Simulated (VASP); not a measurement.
# GaN (P6_3mc) in VASP: a series of runs

The runs below take GaN through relaxation of cell and atoms, with PBEsol.

Program: VASP 6.6.1. These are calculated values, not measurements. Logs are shortened: lines on timing, memory, paths and dates and some standing lists are left out, and cuts for length are marked.

## (1) The structure

It takes space group P6_3mc (No. 186, hexagonal). The conventional cell has a = 3.180 Å, b = 3.180 Å, c = 5.166 Å, α = 90.00°, β = 90.00°, γ = 120.00°. Ga (site symmetry 3m) is surrounded by 4 N at 1.94 to 1.95 Å. N (site symmetry 3m) has 4 Ga at 1.94 to 1.95 Å as nearest neighbours.

## (2) Relaxation of cell and atoms, PBEsol

Contents of INCAR:

```
SYSTEM = GaN
PREC = Accurate
ENCUT = 520
EDIFF = 1E-7
ISMEAR = 0
SIGMA = 0.02
LREAL = .FALSE.
LASPH = .TRUE.
NELM = 100
ALGO = Normal
ISIF = 3
LWAVE = .FALSE.
LCHARG = .FALSE.
GGA = PS
IBRION = 2
NSW = 80
EDIFFG = -0.002
```

Contents of KPOINTS:

```
regular mesh
0
G
  12 12 6
  0 0 0
```

Contents of POSCAR:

```
GaN
1.0
    3.1800000000      0.0000000000      0.0000000000
   -1.5900000000      2.7539607800      0.0000000000
    0.0000000000      0.0000000000      5.1660000000
Ga N
2 2
Direct
    0.3333333300      0.6666666700      0.0000000000
    0.6666666700      0.3333333300      0.5000000000
    0.3333333300      0.6666666700      0.3750000000
    0.6666666700      0.3333333300      0.8750000000
```

Potentials or basis: VASP PAW PBE potentials, release 64 (Ga_d, N).

The run is started by

```
> cat potpaw_PBE.64/Ga_d/POTCAR potpaw_PBE.64/N/POTCAR > POTCAR
> mpirun -np 1 vasp_std > vasp.out
```

OUTCAR:

```text
SYSTEM = GaN
   PREC = Accurate
   ENCUT = 520
   EDIFF = 1E-7
   ISMEAR = 0
   LREAL = .FALSE.
   LASPH = .TRUE.
   NELM = 100
   ISIF = 3
   GGA = PS
   IBRION = 2
   NSW = 80
   EDIFFG = -0.002

 ion  position               nearest neighbor table
   1  0.333  0.667  0.000-   3 1.94   4 1.95   4 1.95   4 1.95
   2  0.667  0.333  0.500-   4 1.94   3 1.95   3 1.95   3 1.95
   3  0.333  0.667  0.375-   1 1.94   2 1.95   2 1.95   2 1.95
   4  0.667  0.333  0.875-   2 1.94   1 1.95   1 1.95   1 1.95

  LATTYP: Found a hexagonal cell.
 ALAT       =     3.1800000000
 C/A-ratio  =     1.6245283019

  Lattice vectors:

 A1 = (   3.1800000000,   0.0000000000,   0.0000000000)
 A2 = (  -1.5900000000,   2.7539607800,   0.0000000000)
 A3 = (   0.0000000000,   0.0000000000,   5.1660000000)

Analysis of symmetry for initial positions (statically):
=====================================================================
 Subroutine PRICEL returns:
 Original cell was already a primitive cell.

 Routine SETGRP: Setting up the symmetry group for a
 hexagonal supercell.

 Subroutine GETGRP returns: Found 12 space group operations
 (whereof  6 operations were pure point group operations)
 out of a pool of 24 trial point group operations.

The static configuration has the point symmetry C_3v.
 The point group associated with its full space group is C_6v.

Analysis of symmetry for dynamics (positions and initial velocities):
=====================================================================
 Subroutine PRICEL returns:
 Original cell was already a primitive cell.

 Routine SETGRP: Setting up the symmetry group for a
 hexagonal supercell.

 Subroutine GETGRP returns: Found 12 space group operations
 (whereof  6 operations were pure point group operations)
 out of a pool of 24 trial point group operations.

The dynamic configuration has the point symmetry C_3v.
 The point group associated with its full space group is C_6v.

 Subroutine INISYM returns: Found 12 space group operations
 (whereof  6 operations are pure point group operations),
 and found     1 'primitive' translations

----------------------------------------------------------------------------------------

                                     Primitive cell

  volume of cell :      45.2417

[... 95 lines left out ...]
   NSW    =     80    number of steps for IOM
   IBRION =      2    ionic relax: 0-MD 1-quasi-New 2-CG
   NFREE  =      1    steps in history (QN), initial steepest desc. (CG)
   ISIF   =      3    stress and relaxation
   ISYM   =      2    0-nonsym 1-usesym 2-fastsym
   POTIM  = 0.5000    time-step for ionic-motion
   TEBEG  =    0.0;   TEEND  =   0.0 temperature during run
   PSTRESS=    0.0 pullay stress
   NELECT =      36.0000    total number of electrons
   NUPDOWN=      -1.0000    fix difference up-down
   EMIN   =  10.00;   EMAX   =-10.00  energy-range for DOS
   EFERMI =   0.00;   METHOD = LEGACY
   ISMEAR =     0;   SIGMA  =   0.02  broadening in eV -4-tet -1-fermi 0-gaus
   EFERMI_NEDOS =   21; number of points for ismear=-14 and -15
   IALGO  =     38    algorithm
   IMIX   =      4    mixing-type and parameters
     AMIX     =   0.40;   BMIX     =  1.00
     AMIX_MAG =   1.60;   BMIX_MAG =  1.00
  volume/ion in A,a.u.               =      11.31        76.33
  Fermi-wavevector in a.u.,A,eV,Ry     =   1.517036  2.866782 31.312427  2.301398
  Thomas-Fermi vector in A             =   2.626345
   LORBIT       =      0    0 simple, 1 ext, 2 COOP (PROOUT), +10 PAW based schemes
   GGA     = PS    functional components
   LHFCALC =     F    Hartree Fock is set to
   AEXX    =    0.0000 exact exchange contribution
   IVDW    =     0    specifies the selected vdW correction
   LEPSILON=     F    determine dielectric tensor
   LRPA    =     F    only Hartree local field effects (RPA)
 conjugate gradient relaxation of ions
 non-spin polarized calculation
 Gauss-broadening in eV      SIGMA  =   0.02
  energy-cutoff  :      520.00
  volume of cell :       45.24
 maximum number of plane-waves:      1236
 NGX is ok and might be reduce to    24
   NGX = 11   NGY = 11   NGZ = 19

--------------------------------------- Ionic step        1  -------------------------------------------

 number of electron      36.0000002 magnetization

 Free energy of the ion-electron system (eV)
  ---------------------------------------------------
  ext. energy  EPLUGINS =         0.00000000
  ---------------------------------------------------
  free energy    TOTEN  =       -26.26634674 eV

  energy without entropy =      -26.26634674  energy(sigma->0) =      -26.26634674

------------------------ aborting loop because EDIFF is reached ----------------------------------------

  FORCE on cell =-STRESS in cart. coord.  units (eV):
  Direction    XX          YY          ZZ          XY          YZ          ZX
  --------------------------------------------------------------------------------------
  -------------------------------------------------------------------------------------
  Total        0.0288225      0.0288225      0.6270703      0.0000000      0.0000000     -0.0000000
  in kB        1.0207125      1.0207125     22.2068785      0.0000000      0.0000000     -0.0000000
  external PRESSURE =       8.0827678 kB  Pullay stress =       0.0000000 kB
[... 253 lines left out ...]
--------------------------------------- Ionic step        8  -------------------------------------------

 number of electron      35.9999994 magnetization

 Free energy of the ion-electron system (eV)
  ---------------------------------------------------
  ext. energy  EPLUGINS =         0.00000000
  ---------------------------------------------------
  free energy    TOTEN  =       -26.26849902 eV

  energy without entropy =      -26.26849902  energy(sigma->0) =      -26.26849902

 E-fermi :   5.3983     XC(G=0): -11.9346

 val. band max:        5.2488047025   @ k =   0.0000   0.0000   0.0000
 cond. band min:       7.1498906845   @ k =   0.0000   0.0000   0.0000
 fundamental gap:      1.9010859820
 Fermi energy:         5.3983113245

 k-point     1 :       0.0000    0.0000    0.0000
  band No.  band energies     occupation
      1     -10.7786      2.00000
      2      -9.8058      2.00000
      3      -8.1573      2.00000
      4      -8.1414      2.00000
      5      -8.1414      2.00000
      6      -8.0784      2.00000
[... 589 lines left out ...]
     21      12.2068      0.00000
     22      13.4710      0.00000

 [... further k-points ...]
[... 5 lines left out ...]
  --------------------------------------------------------------------------------------
  -------------------------------------------------------------------------------------
  Total       -0.0004503     -0.0004503      0.0000608      0.0000000      0.0000000     -0.0000000
  in kB       -0.0158799     -0.0158799      0.0021431      0.0000000      0.0000000     -0.0000000
  external PRESSURE =      -0.0098723 kB  Pullay stress =       0.0000000 kB
[... 19 lines left out ...]
  FREE ENERGIE OF THE ION-ELECTRON SYSTEM (eV)
  ---------------------------------------------------
  free  energy   TOTEN  =       -26.2684990155 eV

  energy  without entropy=      -26.2684990155  energy(sigma->0) =      -26.26849902

 reached required accuracy - stopping structural energy minimisation
```

OSZICAR:

```text
N       E                     dE             d eps       ncg     rms          rms(c)
DAV:   1     0.274612357368E+03    0.27461E+03   -0.18553E+04  3506   0.306E+03
DAV:   2     0.543132014223E+01   -0.26918E+03   -0.26053E+03  3716   0.531E+02
[... 61 lines left out ...]
   7 F= -.26268498E+02 E0= -.26268498E+02  d E =-.134496E-06
       N       E                     dE             d eps       ncg     rms          rms(c)
DAV:   1    -0.262685000139E+02   -0.17476E-05   -0.13382E-04  3350   0.977E-02    0.743E-03
DAV:   2    -0.262684996506E+02    0.36328E-06   -0.90864E-06  4062   0.421E-02    0.440E-03
DAV:   3    -0.262684989950E+02    0.65560E-06   -0.13458E-06  4462   0.159E-02    0.731E-04
DAV:   4    -0.262684990155E+02   -0.20508E-07   -0.31031E-07  3312   0.547E-03
   8 F= -.26268499E+02 E0= -.26268499E+02  d E =-.888001E-06
```

Wall time 2.2 min (1 thread of Intel Xeon Platinum 8488C (Sapphire Rapids), shared host); peak memory 0.21 GiB.

Results:

```
Free energy                            : -26.2685 eV
Relaxed volume                         : 11.36 Å³/atom
Relaxed cell                           : a = 3.181 Å, b = 3.181 Å, c = 5.184 Å, α = 90.00°, β = 90.00°, γ = 120.00°
Space group after relaxing (to 0.05 Å) : P6_3mc (No. 186)
Energy gained by relaxing              : 0.5 meV/atom
Ionic steps                            : 8
Pressure after relaxing                : 0.0 GPa
Band gap on the k mesh                 : 1.90 eV, direct
```

The path:
```
step  energy change (eV)  largest force (eV/Å)  pressure (GPa)  volume (Å³)
   1              0.0000                0.1310            0.81        45.24
   2             -0.0006                0.0870           -0.70        45.62
   3             -0.0021                0.0093           -0.04        45.44
   4             -0.0021                0.0118            0.01        45.44
   5             -0.0021                0.0067           -0.01        45.44
   6             -0.0022                0.0028            0.00        45.43
   7             -0.0022                0.0025            0.01        45.43
   8             -0.0022                0.0003            0.00        45.43
```

Final structure:
```
CELL_PARAMETERS angstrom
3.18123 0.00000 0.00000
-1.59061 2.75503 0.00000
0.00000 0.00000 5.18390
ATOMIC_POSITIONS crystal
Ga 0.33333 0.66667 0.99920
Ga 0.66667 0.33333 0.49920
N 0.33333 0.66667 0.37580
N 0.66667 0.33333 0.87580
```

Levels at points of the mesh, in eV from the valence-band top:
| k point | band 16 | band 17 | band 18 | band 19 | band 20 | band 21 |
| --- | --- | --- | --- | --- | --- | --- |
| (0.00, 0.00, 0.00) | -0.04 | 0.00 | 0.00 | 1.90 | 4.22 | 9.12 |
| (0.50, 0.00, 0.00) | -2.79 | -2.26 | -1.02 | 4.95 | 5.52 | 5.95 |
| (0.00, 0.00, 0.50) | -0.54 | -0.54 | -0.54 | 4.23 | 4.23 | 8.39 |
| (0.50, 0.00, 0.50) | -1.98 | -1.93 | -1.93 | 4.31 | 4.31 | 7.71 |

Caveat: the PAW data sets were made with another functional, which shifts forces and pressure a little. Zero-point motion and thermal expansion aren't in these numbers.

## (3) Relaxation of cell and atoms, PBEsol

This run uses another cell than the first one, of 11.36 Å³/atom, 1.004 times its volume.

INCAR is that of step 2.

KPOINTS is that of step 2.

Contents of POSCAR:

```
GaN                                     
1.0
    3.1812295178      0.0000000000     -0.0000000000
   -1.5906147589      2.7550255736      0.0000000000
    0.0000000000      0.0000000000      5.1838998251
  Ga              N             
     2     2
Direct
     0.3333333300000021    0.6666666699999979    0.9992047792143688
     0.6666666699999979    0.3333333300000021    0.4992047792143687
     0.3333333300000021    0.6666666699999979    0.3757952207856313
     0.6666666699999979    0.3333333300000021    0.8757952207856312
```

Potentials or basis: VASP PAW PBE potentials, release 64 (Ga_d, N).

The run is started by

```
> cat potpaw_PBE.64/Ga_d/POTCAR potpaw_PBE.64/N/POTCAR > POTCAR
> mpirun -np 1 vasp_std > vasp.out
```

Run time: 36 s. Hardware: 1 thread of Intel Xeon Platinum 8488C (Sapphire Rapids), shared host; peak memory 0.2 GiB.

The run converged. Its results:

| Item | Value |
| --- | --- |
| Free energy | -26.2686 eV |
| Pressure after relaxing | 0.0 GPa |
| Band gap on the k mesh | 1.90 eV, direct |

Final structure:
```
Ga N
1.0
     3.18123    0.00000    0.00000
    -1.59061    2.75503    0.00000
     0.00000    0.00000    5.18390
Ga N
2 2
Direct
  0.33333 0.66667 0.99920
  0.66667 0.33333 0.49920
  0.33333 0.66667 0.37580
  0.66667 0.33333 0.87580
```

Levels at points of the mesh, in eV from the valence-band top:
```tsv
k point	band 15	band 16	band 17	band 18	band 19	band 20	band 21	band 22
(0.00, 0.00, 0.00)	-1.05	-0.04	0.00	0.00	1.90	4.22	9.12	9.83
(0.50, 0.00, 0.00)	-4.28	-2.79	-2.26	-1.02	4.95	5.52	5.95	8.58
(0.00, 0.00, 0.50)	-0.54	-0.54	-0.54	-0.54	4.23	4.23	8.39	8.39
(0.50, 0.00, 0.50)	-1.98	-1.98	-1.93	-1.93	4.31	4.31	7.71	7.71
```

Caveat: the relaxation stopped at its first step, so nothing moved; the PAW data sets were made with another functional, which shifts forces and pressure a little. Expect the measured gap to be larger: semilocal functionals such as PBEsol lack the derivative discontinuity.
